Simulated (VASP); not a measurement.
A run of VASP 6.6.1 is set up as follows.

Contents of INCAR:

```
SYSTEM = Si
ALGO = Normal
EDIFF = 1E-6
ENCUT = 520
ISIF = 2
ISMEAR = 0
LASPH = .TRUE.
LCHARG = .TRUE.
LELF = .TRUE.
LREAL = .FALSE.
LWAVE = .FALSE.
NELM = 100
PREC = Accurate
SIGMA = 0.02
```

The input KPOINTS:

```
k-points
0
G
  11 11 11
  0 0 0
```

File POSCAR:

```
Si
1.0
   -2.3713723045      2.3713723045      1.3292653899
    2.3713723045     -2.3713723045      1.3292653899
    2.3713723045      2.3713723045     -1.3292653899
Si
2
Direct
    0.5000000000      0.5000000000      0.0000000000
    0.2500000000      0.7500000000      0.5000000000
```

Potentials or basis: VASP PAW LDA potentials, release 64 (Si).

The run is started by

```console
$ cat potpaw_LDA.64/Si/POTCAR > POTCAR
$ mpirun -np 1 vasp_std > vasp.out
```

**Question.** Predict the pressure.

**Answer.** -0.7 GPa.

**Question.** What does it give for the band gap on the k mesh?

**Answer.** None (metal or under the smearing width).

Stress tensor (GPa, compression positive):
```
-0.50  0.00  0.00
 0.00 -0.50  0.00
 0.00  0.00 -1.21
```
